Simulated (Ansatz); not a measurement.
Runs of Ansatz 0.2.0 on HgTe. The structure is cubic, space group Fm-3m (No. 225). Conventional cell: a = 6.360 Å, b = 6.360 Å, c = 6.360 Å, α = 90.00°, β = 90.00°, γ = 90.00°. Around Hg (site symmetry m-3m) lie 6 Te at 3.18 Å. Around Te (site symmetry m-3m) lie 6 Hg at 3.18 Å. Measurements of this composition are mostly on another form, of space group No. 216.

| task | level | potentials or basis | spin | cell | k mesh | cutoff (eV) | smearing | points for each segment of the path | other keys | mesh quality | gap on the mesh (eV) | pressure (GPa) | relaxed volume (Å³/atom) |
| --- | --- | --- | --- | --- | --- | --- | --- | --- | --- | --- | --- | --- | --- |
| atomic charges | PBE | PseudoDojo stringent (PBE files) | SOC, no magnetisation | as given | 7 × 7 × 7 | 1388 | gaussian 0.15 eV | - | - | not flagged | none | (b) | - |
| relaxation of cell and atoms | RPBE | Ansatz PAW earlier set | off | relaxed | 7 × 7 × 7 | 690 | fermi-dirac 0.025 eV | - | - | not flagged | none | 0.0 | 30.18 |
| relaxation of cell and atoms | HSE06+D3(BJ) | Ansatz PAW | off | relaxed from: volume scaled by 1.04 | 4 × 4 × 4 | 420 | cold 0.05 eV | - | - | coarse | none | 0.0 | (a) |
| single point | HISS | SPMS NC | off | volume scaled by 0.8 | 5 × 5 × 5 | 550 | cold 0.05 eV | - | basis.ecutwfc = 550 eV | coarse | none | 3.7 | - |
| band structure | rPW86-PBE+D4 | Ansatz PAW | SOC, no magnetisation | as given | 7 × 7 × 7 | 420 | gaussian 0.1 eV | 14 | hamiltonian.dispersion = d4; … | not flagged | none | -3.3 | - |

Question: Fill in the values left out.

Answer: (a) 27.10; (b) -3.7.

Caveats: some runs use coarse meshes; the PAW data sets come from PBE, with cores solved anew for the run's functional, which leaves a small shift of forces and pressure (some runs); the plane-wave basis is chosen anew once the cell has moved, so the energies of steps on either side of that aren't comparable (some runs); pairwise dispersion overbinds metals, which lowers pressure and volume (some runs); the pressure holds a Pulay correction of +10.9 GPa for the finite cutoff (some runs); the potentials were made for another functional, which shifts forces and pressure (some runs); the cutoff lies under the one recommended for these potentials (some runs); the thresholds are loose for stress (some runs).

A k mesh can miss the band edges, and rows without SOC leave out spin-orbit coupling on Hg, Te.

A gap of «none» marks a metal or a gap under the smearing width.

The runs don't all hold the same shells in valence.
